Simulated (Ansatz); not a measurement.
The calculation used DFT PBE, scalar-relativistic, plane waves, PAW (Ansatz). Settings: cutoff 420 eV, Γ-centred meshes spaced at most about 0.3 Å⁻¹, and about 0.25 Å⁻¹ or finer for metals (2π included), Gaussian smearing. No spin polarisation.

Each guess is relaxed in cell and atoms at zero pressure, on a coarse mesh first where it starts far from rest and then on a converged one. The steps can't lower the symmetry of the start, but it can rise. Energies are static (0 K, no zero-point motion).

Two unrelaxed guesses for TiC3:

Guess 1.

```
CELL_PARAMETERS angstrom
4.88442 0.00000 0.00000
-2.44221 4.23004 0.00000
0.00000 0.00000 5.34738
ATOMIC_POSITIONS crystal
Ti 0.00000 0.00000 0.00000
C 0.00000 0.00000 0.50000
C 0.33333 0.66667 0.00000
C 0.66667 0.33333 0.00000
```

Guess 2.

```
CELL_PARAMETERS angstrom
2.55892 0.00000 0.00000
-1.27946 2.21609 0.00000
0.00000 0.00000 7.94027
ATOMIC_POSITIONS crystal
Ti 0.66667 0.33333 0.00000
C 0.66667 0.33333 0.50000
C 0.33333 0.66667 0.24192
C 0.33333 0.66667 0.75808
```

**Question.** Do they relax into the same structure? If not, which is lower?

**Answer.** No. Guess 2 ends lower, by 1.31 eV/atom. Guess 1: P6/mmm at 27.6 Å³/atom → P6/mmm (anti-Li3N type) at 12.5 Å³/atom; Guess 2: P-6m2 at 11.3 Å³/atom → P-6m2 at 8.6 Å³/atom. Counting C atoms around Ti (those within 1.25 times the shortest such distance or 1.15 times the sum of covalent radii), the end of guess 1 and the end of guess 2 both have Ti 8. The end of guess 2 holds C–C pairs (shortest 1.52 Å); in the end of guess 1 the shortest C–C distance is 2.18 Å. End of guess 1. Conventional cell: a = 3.774 Å, c = 4.055 Å. Ti is surrounded by 2 C at 2.03 Å and 6 C at 2.18 Å; C on a site of symmetry 6/mmm is surrounded by 2 Ti at 2.03 Å; C on a site of symmetry -6m2 has 3 Ti at 2.18 Å and 3 C at 2.18 Å. End of guess 2. Conventional cell: a = 3.050 Å, c = 4.261 Å. Ti is surrounded by 8 C at 2.13–2.23 Å; C on a site of symmetry -6m2 is surrounded by 6 C at 1.92 Å and 2 Ti at 2.13 Å; around C on a site of symmetry 3m lie 1 C at 1.52 Å, 3 C at 1.92 Å and 3 Ti at 2.23 Å.

Ends held by symmetry can be saddle points. Neither end is the lowest form computed: that has space group Pmma (No. 51) and lies 1.30 eV/atom below the better end. Even the lowest of the cells shown lies +1.25 eV/atom against the elements. Some structure types and database cells were kept out of the candidates from the start, so a known form may be missing.
